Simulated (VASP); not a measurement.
# W (Im-3m) in VASP: further runs, part 2 of 3

VASP 6.6.1.

## 3. Relaxation of the atoms, LDA (a relaxed cell with its volume scaled by 0.96)

INCAR

```
PREC = Accurate ; ENCUT = 600
EDIFF = 1E-7 ; ISMEAR = 1
SIGMA = 0.1 ; LREAL = False
LASPH = True ; NELM = 80
ALGO = Fast ; ISIF = 2
LWAVE = False ; LCHARG = False
GGA = CA ; IBRION = 2
NSW = 40 ; EDIFFG = -0.01
```

KPOINTS

```
regular mesh
0
Gamma
  16 16 16
```

POSCAR

```
W                                       
1.0
   -1.5492133116      1.5492133116      1.5492133116
    1.5492133116     -1.5492133116      1.5492133116
    1.5492133116      1.5492133116     -1.5492133116
  W             
     1
Direct
     0.0000000000000000    0.0000000000000000    0.0000000000000000
```

Potentials or basis: VASP PAW LDA potentials, release 64 (W_sv).

Started as:

```bash
$ cat potpaw_LDA.64/W_sv/POTCAR > POTCAR
$ mpirun -np 1 vasp_std > vasp.out
```

OUTCAR:

```text
PREC = Accurate
   ENCUT = 600
   EDIFF = 1E-7
   ISMEAR = 1
   LREAL = False
   LASPH = True
   NELM = 80
   ISIF = 2
   GGA = CA
   IBRION = 2
   NSW = 40
   EDIFFG = -0.01

 ion  position               nearest neighbor table
   1  0.000  0.000  0.000-

  LATTYP: Found a body centered cubic cell.
 ALAT       =     3.0984266232

  Lattice vectors:

 A1 = (  -1.5492133116,   1.5492133116,   1.5492133116)
 A2 = (   1.5492133116,  -1.5492133116,   1.5492133116)
 A3 = (   1.5492133116,   1.5492133116,  -1.5492133116)

Analysis of symmetry for initial positions (statically):
=====================================================================
 Subroutine PRICEL returns:
 Original cell was already a primitive cell.

 Routine SETGRP: Setting up the symmetry group for a
 body centered cubic supercell.

 Subroutine GETGRP returns: Found 48 space group operations
 (whereof 48 operations were pure point group operations)
 out of a pool of 48 trial point group operations.

The static configuration has the point symmetry O_h .

Analysis of symmetry for dynamics (positions and initial velocities):
=====================================================================
 Subroutine PRICEL returns:
 Original cell was already a primitive cell.

 Routine SETGRP: Setting up the symmetry group for a
 body centered cubic supercell.

 Subroutine GETGRP returns: Found 48 space group operations
 (whereof 48 operations were pure point group operations)
 out of a pool of 48 trial point group operations.

The dynamic configuration has the point symmetry O_h .

 Subroutine INISYM returns: Found 48 space group operations
 (whereof 48 operations are pure point group operations),
 and found     1 'primitive' translations
[... 111 lines left out ...]
   IMIX   =      4    mixing-type and parameters
     AMIX     =   0.40;   BMIX     =  1.00
     AMIX_MAG =   1.60;   BMIX_MAG =  1.00
  volume/ion in A,a.u.               =      14.87       100.37
  Fermi-wavevector in a.u.,A,eV,Ry     =   1.604426  3.031925 35.023873  2.574182
  Thomas-Fermi vector in A             =   2.700932
   LORBIT       =      0    0 simple, 1 ext, 2 COOP (PROOUT), +10 PAW based schemes
   GGA     = CA    functional components
   LHFCALC =     F    Hartree Fock is set to
   AEXX    =    0.0000 exact exchange contribution
   IVDW    =     0    specifies the selected vdW correction
   LEPSILON=     F    determine dielectric tensor
   LRPA    =     F    only Hartree local field effects (RPA)
 conjugate gradient relaxation of ions
 non-spin polarized calculation
 RMM-DIIS sequential band-by-band and
 Methfessel and Paxton  Order N= 1 SIGMA  =   0.10
  energy-cutoff  :      600.00
  volume of cell :       14.87
 maximum number of plane-waves:       531
 NGX is ok and might be reduce to    24
   NGX = 11   NGY = 11   NGZ = 11

 number of electron      13.9999999 magnetization

 Free energy of the ion-electron system (eV)
  ---------------------------------------------------
  ext. energy  EPLUGINS =         0.00000000
  ---------------------------------------------------
  free energy    TOTEN  =       -14.08116551 eV

  energy without entropy =      -14.08064855  energy(sigma->0) =      -14.08099319

 E-fermi :  12.2955     XC(G=0): -14.1911

 val. band max:       12.2712246926   @ k =  -0.2500   0.2500   0.1250
 cond. band min:      12.3006929200   @ k =  -0.3125   0.3125   0.1875
 fundamental gap:      0.0294682275
 Fermi energy:        12.2954985408

 k-point     1 :       0.0000    0.0000    0.0000
  band No.  band energies     occupation
      1     -61.4055      2.00000
      2     -25.1038      2.00000
      3     -25.1038      2.00000
      4     -25.1038      2.00000
      5       2.3878      2.00000
      6      10.8962      2.00000
      7      10.8962      2.00000
      8      10.8962      2.00000
      9      14.6130      0.00000
     10      14.6130      0.00000
     11      26.9848      0.00000
[... 309 lines left out ...]
 k-point    24 :       0.2500    0.1875    0.0000
  band No.  band energies     occupation
      1     -61.2435      2.00000
      2     -26.3736      2.00000
      3     -25.6325      2.00000
      4     -25.2449      2.00000
      5       6.7355      2.00000
      6       8.8824      2.00000
      7       9.8861      2.00000
      8      13.8927     -0.00000
      9      15.5946      0.00000
     10      18.0763      0.00000
     11      25.5365      0.00000

 [... further k-points ...]
[... 5 lines left out ...]
  --------------------------------------------------------------------------------------
  -------------------------------------------------------------------------------------
  Total        1.4060306      1.4060306      1.4060306     -0.0000000      0.0000000     -0.0000000
  in kB      151.4647922    151.4647922    151.4647922     -0.0000000      0.0000000     -0.0000000
  external PRESSURE =     151.4647922 kB  Pullay stress =       0.0000000 kB

 VOLUME and BASIS-vectors are now :
 -----------------------------------------------------------------------------
  energy-cutoff  :      600.00
  volume of cell :       14.87
      direct lattice vectors                 reciprocal lattice vectors
    -1.549213312  1.549213312  1.549213312     0.000000000  0.322744451  0.322744451
     1.549213312 -1.549213312  1.549213312     0.322744451  0.000000000  0.322744451
     1.549213312  1.549213312 -1.549213312     0.322744451  0.322744451  0.000000000

 POSITION                                       TOTAL-FORCE (eV/Angst)
 -----------------------------------------------------------------------------------
      0.00000      0.00000      0.00000        -0.000000      0.000000     -0.000000
 -----------------------------------------------------------------------------------
    total drift:                               -0.000000     -0.000000      0.000000

  FREE ENERGIE OF THE ION-ELECTRON SYSTEM (eV)
  ---------------------------------------------------
  free  energy   TOTEN  =       -14.0811655138 eV

  energy  without entropy=      -14.0806485506  energy(sigma->0) =      -14.08099319

 reached required accuracy - stopping structural energy minimisation
```

OSZICAR:

```text
N       E                     dE             d eps       ncg     rms          rms(c)
DAV:   1     0.822759184907E+02    0.82276E+02   -0.85122E+03  3198   0.160E+03
DAV:   2    -0.130231411377E+02   -0.95299E+02   -0.92109E+02  3442   0.359E+02
DAV:   3    -0.147033834678E+02   -0.16802E+01   -0.16663E+01  3602   0.460E+01
DAV:   4    -0.147117062590E+02   -0.83228E-02   -0.83221E-02  3469   0.357E+00
DAV:   5    -0.147117696531E+02   -0.63394E-04   -0.63394E-04  3583   0.315E-01    0.237E+01
RMM:   6    -0.142184840850E+02    0.49329E+00   -0.48871E-01  3192   0.722E+00    0.101E+01
RMM:   7    -0.140852450788E+02    0.13324E+00   -0.36127E-01  3199   0.597E+00    0.544E-01
RMM:   8    -0.140809782102E+02    0.42669E-02   -0.13781E-02  3292   0.139E+00    0.102E-01
RMM:   9    -0.140811377599E+02   -0.15955E-03   -0.21911E-03  3244   0.624E-01    0.871E-02
RMM:  10    -0.140811606705E+02   -0.22911E-04   -0.26691E-04  3415   0.243E-01    0.112E-02
RMM:  11    -0.140811639942E+02   -0.33238E-05   -0.67790E-05  3284   0.116E-01    0.134E-02
RMM:  12    -0.140811655617E+02   -0.15675E-05   -0.15515E-05  3368   0.554E-02    0.102E-02
RMM:  13    -0.140811657079E+02   -0.14616E-06   -0.30554E-06  2876   0.236E-02    0.958E-03
RMM:  14    -0.140811654902E+02    0.21766E-06   -0.14250E-06  3158   0.164E-02    0.609E-04
RMM:  15    -0.140811655138E+02   -0.23569E-07   -0.25821E-07  2323   0.651E-03
   1 F= -.14081166E+02 E0= -.14080993E+02  d E =-.140812E+02
```

CONTCAR:

```text
W
   1.00000000000000
    -1.5492133116000000    1.5492133116000000    1.5492133116000000
     1.5492133116000000   -1.5492133116000000    1.5492133116000000
     1.5492133116000000    1.5492133116000000   -1.5492133116000000
  W
     1
Direct
     0.0000000000000000    0.0000000000000000    0.0000000000000000

  0.00000000E+00  0.00000000E+00  0.00000000E+00
```

Run time: 21 s. Hardware: 1 thread of AMD EPYC 9R14 (Zen 4), shared host; peak memory 0.12 GiB.

Results:

| Quantity | Value |
| --- | --- |
| Free energy | -14.0812 eV |
| Pressure after relaxing | 15.1 GPa |
| Band gap on the k mesh | none (metal or under the smearing width) |

Final structure:
```yaml
crystal:
  lattice:
    - [-1.54921, 1.54921, 1.54921]
    - [1.54921, -1.54921, 1.54921]
    - [1.54921, 1.54921, -1.54921]
  atoms:
    - { symbol: W, position: [0.00000, 0.00000, 0.00000] }
```

Levels at points of the mesh, in eV from the Fermi level:
```csv
k point,band 4,band 5,band 6,band 7,band 8,band 9,band 10,band 11
"(0.00, 0.00, 0.00)",-37.40,-9.91,-1.40,-1.40,-1.40,2.32,2.32,14.69
"(0.50, 0.00, 0.00)",-37.41,-6.71,-3.93,1.07,2.26,3.30,6.70,11.70
"(0.50, 0.50, 0.50)",-38.52,-6.40,-6.40,5.60,5.60,5.60,8.87,8.87
```

Caveat: the relaxation stopped at its first step, so nothing moved. The run has no spin-orbit coupling, so splittings on W are missing.

## 4. Relaxation of the atoms, LDA (a relaxed cell with its volume scaled by 0.98)

INCAR is that of step 3.

KPOINTS is that of step 3.

POSCAR

```
W                                       
1.0
   -1.5598978789      1.5598978789      1.5598978789
    1.5598978789     -1.5598978789      1.5598978789
    1.5598978789      1.5598978789     -1.5598978789
  W             
     1
Direct
     0.0000000000000000    0.0000000000000000    0.0000000000000000
```

Potentials or basis: VASP PAW LDA potentials, release 64 (W_sv).

Started as:

```bash
$ cat potpaw_LDA.64/W_sv/POTCAR > POTCAR
$ mpirun -np 1 vasp_std > vasp.out
```

OUTCAR:

```text
PREC = Accurate
   ENCUT = 600
   EDIFF = 1E-7
   ISMEAR = 1
   LREAL = False
   LASPH = True
   NELM = 80
   ISIF = 2
   GGA = CA
   IBRION = 2
   NSW = 40
   EDIFFG = -0.01

 ion  position               nearest neighbor table
   1  0.000  0.000  0.000-

  LATTYP: Found a body centered cubic cell.
 ALAT       =     3.1197957578

  Lattice vectors:

 A1 = (  -1.5598978789,   1.5598978789,   1.5598978789)
 A2 = (   1.5598978789,  -1.5598978789,   1.5598978789)
 A3 = (   1.5598978789,   1.5598978789,  -1.5598978789)

Analysis of symmetry for initial positions (statically):
=====================================================================
 Subroutine PRICEL returns:
 Original cell was already a primitive cell.

 Routine SETGRP: Setting up the symmetry group for a
 body centered cubic supercell.

 Subroutine GETGRP returns: Found 48 space group operations
 (whereof 48 operations were pure point group operations)
 out of a pool of 48 trial point group operations.

The static configuration has the point symmetry O_h .

Analysis of symmetry for dynamics (positions and initial velocities):
=====================================================================
 Subroutine PRICEL returns:
 Original cell was already a primitive cell.

 Routine SETGRP: Setting up the symmetry group for a
 body centered cubic supercell.

 Subroutine GETGRP returns: Found 48 space group operations
 (whereof 48 operations were pure point group operations)
 out of a pool of 48 trial point group operations.

The dynamic configuration has the point symmetry O_h .

 Subroutine INISYM returns: Found 48 space group operations
 (whereof 48 operations are pure point group operations),
 and found     1 'primitive' translations
[... 111 lines left out ...]
   IMIX   =      4    mixing-type and parameters
     AMIX     =   0.40;   BMIX     =  1.00
     AMIX_MAG =   1.60;   BMIX_MAG =  1.00
  volume/ion in A,a.u.               =      15.18       102.46
  Fermi-wavevector in a.u.,A,eV,Ry     =   1.593436  3.011158 34.545722  2.539039
  Thomas-Fermi vector in A             =   2.691666
   LORBIT       =      0    0 simple, 1 ext, 2 COOP (PROOUT), +10 PAW based schemes
   GGA     = CA    functional components
   LHFCALC =     F    Hartree Fock is set to
   AEXX    =    0.0000 exact exchange contribution
   IVDW    =     0    specifies the selected vdW correction
   LEPSILON=     F    determine dielectric tensor
   LRPA    =     F    only Hartree local field effects (RPA)
 conjugate gradient relaxation of ions
 non-spin polarized calculation
 RMM-DIIS sequential band-by-band and
 Methfessel and Paxton  Order N= 1 SIGMA  =   0.10
  energy-cutoff  :      600.00
  volume of cell :       15.18
 maximum number of plane-waves:       532
 NGX is ok and might be reduce to    24
   NGX = 11   NGY = 11   NGZ = 11

 number of electron      13.9999998 magnetization

 Free energy of the ion-electron system (eV)
  ---------------------------------------------------
  ext. energy  EPLUGINS =         0.00000000
  ---------------------------------------------------
  free energy    TOTEN  =       -14.10263941 eV

  energy without entropy =      -14.10203448  energy(sigma->0) =      -14.10243777

 E-fermi :  11.9856     XC(G=0): -14.0731

 val. band max:       11.9696344268   @ k =  -0.2500   0.2500   0.1250
 cond. band min:      11.9873084770   @ k =  -0.3125   0.3125   0.1875
 fundamental gap:      0.0176740502
 Fermi energy:        11.9855571355

 k-point     1 :       0.0000    0.0000    0.0000
  band No.  band energies     occupation
      1     -61.7386      2.00000
      2     -25.4753      2.00000
      3     -25.4753      2.00000
      4     -25.4753      2.00000
      5       2.1815      2.00000
      6      10.6216      2.00000
      7      10.6216      2.00000
      8      10.6216      2.00000
      9      14.2494      0.00000
     10      14.2494      0.00000
     11      26.6276      0.00000
[... 309 lines left out ...]
 k-point    24 :       0.2500    0.1875    0.0000
  band No.  band energies     occupation
      1     -61.5905      2.00000
      2     -26.6633      2.00000
      3     -25.9698      2.00000
      4     -25.6069      2.00000
      5       6.5004      2.00000
      6       8.6538      2.00000
      7       9.6020      2.00000
      8      13.5466     -0.00000
      9      15.1867      0.00000
     10      17.6012      0.00000
     11      24.9815      0.00000

 [... further k-points ...]
[... 5 lines left out ...]
  --------------------------------------------------------------------------------------
  -------------------------------------------------------------------------------------
  Total        0.6776815      0.6776815      0.6776815     -0.0000000     -0.0000000      0.0000000
  in kB       71.5134533     71.5134533     71.5134533     -0.0000000     -0.0000000      0.0000000
  external PRESSURE =      71.5134533 kB  Pullay stress =       0.0000000 kB

 VOLUME and BASIS-vectors are now :
 -----------------------------------------------------------------------------
  energy-cutoff  :      600.00
  volume of cell :       15.18
      direct lattice vectors                 reciprocal lattice vectors
    -1.559897879  1.559897879  1.559897879     0.000000000  0.320533803  0.320533803
     1.559897879 -1.559897879  1.559897879     0.320533803  0.000000000  0.320533803
     1.559897879  1.559897879 -1.559897879     0.320533803  0.320533803  0.000000000

 POSITION                                       TOTAL-FORCE (eV/Angst)
 -----------------------------------------------------------------------------------
      0.00000      0.00000      0.00000         0.000000      0.000000     -0.000000
 -----------------------------------------------------------------------------------
    total drift:                               -0.000000     -0.000000      0.000000

  FREE ENERGIE OF THE ION-ELECTRON SYSTEM (eV)
  ---------------------------------------------------
  free  energy   TOTEN  =       -14.1026394143 eV

  energy  without entropy=      -14.1020344754  energy(sigma->0) =      -14.10243777

 reached required accuracy - stopping structural energy minimisation
```

CONTCAR:

```text
W
   1.00000000000000
    -1.5598978789000000    1.5598978789000000    1.5598978789000000
     1.5598978789000000   -1.5598978789000000    1.5598978789000000
     1.5598978789000000    1.5598978789000000   -1.5598978789000000
  W
     1
Direct
     0.0000000000000000    0.0000000000000000    0.0000000000000000

  0.00000000E+00  0.00000000E+00  0.00000000E+00
```

Wall time 21 s (1 thread of AMD EPYC 9R14 (Zen 4), shared host); peak memory 0.12 GiB.

Results:

```yaml
Free_energy: -14.1026 eV
Pressure_after_relaxing: 7.2 GPa
Band_gap_on_the_k_mesh: none (metal or under the smearing width)
```

Final structure:
```yaml
crystal:
  lattice:
    - [-1.55990, 1.55990, 1.55990]
    - [1.55990, -1.55990, 1.55990]
    - [1.55990, 1.55990, -1.55990]
  atoms:
    - { symbol: W, position: [0.00000, 0.00000, 0.00000] }
```

Caveat: the relaxation stopped at its first step, so nothing moved. The run has no spin-orbit coupling, so splittings on W are missing.

(Continued in part 3 of 3.)
